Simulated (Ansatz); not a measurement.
W: how the free axis answers a strain

W, Im-3m, a = 3.154 Å. Ansatz: PBEsol, PAW, 420 eV, Γ-centred 16×16×16 mesh on 2 atoms, Gaussian smearing 0.10 eV; no spin polarisation. Series: uniaxial strain along a, with b, c and atoms relaxed; x is the strain in per cent. y is the change of c in per cent of 3.154 Å.

```tsv
x (%)	y (%)
-3.0	?
-2.0	0.59
-1.0	0.30
0.0	0.00
1.0	-0.31
2.0	-0.59
3.0	-0.85
```

Q: Fit y = c1 x + c2 x² to the other rows, say what c1 measures, and predict the missing y.

A: Least squares on the rows shown. y = −0.2939 x + 0.002404 x². So −c1 = 0.294 is Poisson's ratio for this pair of axes. With a term in x³ added, the coefficient of x becomes -0.3064, 4 % more, which shows how far this figure hangs on the form. At x = -3.0 the fit asked for gives 0.90 %. The run gave 0.87 %, so the fit is 0.03 % too high, a small miss on the scale of the series.

Spin–orbit coupling is left out, which can shift energies with elements as heavy as these.